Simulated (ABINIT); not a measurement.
W:

```xyz
1
Lattice="0.0000 2.0300 2.0300 2.0300 0.0000 2.0300 2.0300 2.0300 0.0000" Properties=species:S:1:pos:R:3 pbc="T T T"
W     0.0000    0.0000    0.0000
```

This isn't the form of W at room conditions, which is bcc.

Program: ABINIT 10.8.3 (patched build). Alike in all runs: task band structure; potentials or basis JTH PAW PBE v2.0; no spin polarisation; cell as given; k mesh 11 × 11 × 11; cutoff (eV) 517; smearing fermi-dirac 0.05 eV.

Question: Order these runs on this cell by their pressure, lowest first.
A. level AM05
B. level PBEsol
C. level r2SCAN
D. level BLYP
E. level LDA

Answer: E (-17.3 GPa), A (-14.0 GPa), B (-12.4 GPa), C (-8.8 GPa), D (5.0 GPa).

Caveats: the PAW data sets were made with another functional, which shifts forces and pressure a little.
